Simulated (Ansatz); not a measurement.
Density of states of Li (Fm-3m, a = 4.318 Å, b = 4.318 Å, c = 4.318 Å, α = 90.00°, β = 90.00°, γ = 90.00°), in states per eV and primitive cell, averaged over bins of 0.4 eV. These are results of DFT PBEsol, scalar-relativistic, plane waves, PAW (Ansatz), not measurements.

Cutoff 420 eV; k points 16×16×16 on the computed 1-atom cell (Γ-centred); Gaussian smearing, width 0.10 eV; no spin polarisation.

The cell is relaxed at this level. The states (both spins) are summed by tetrahedra on a 24×24×24 mesh at the self-consistent density. Energies are bin centres; the table starts no lower than −8 eV and ends at 6 eV, or lower where the solved bands end.

It is a metal at this level.

```csv
E − E_F (eV),total,Li 2s
-3.45,0.07,0.06
-3.05,0.15,0.15
-2.65,0.21,0.20
-2.25,0.25,0.24
-1.85,0.28,0.27
-1.45,0.32,0.30
-1.05,0.35,0.32
-0.65,0.39,0.33
-0.25,0.45,0.33
0.15,0.51,0.29
0.55,0.46,0.22
0.95,0.42,0.17
1.35,0.39,0.11
1.75,0.35,0.06
2.15,0.25,0.02
2.55,0.13,0.01
2.95,0.18,0.10
3.35,0.74,0.33
3.75,0.53,0.13
4.15,0.45,0.07
4.55,0.46,0.07
4.95,0.43,0.05
5.35,0.39,0.03
5.75,0.39,0.03
```

The columns after the total are the Löwdin projections on the occupied valence shells of the potentials. The rest of the total lies in shells that are empty in the free atom, which aren't projected, and between the atoms.

This fcc form isn't the element's structure at ambient conditions.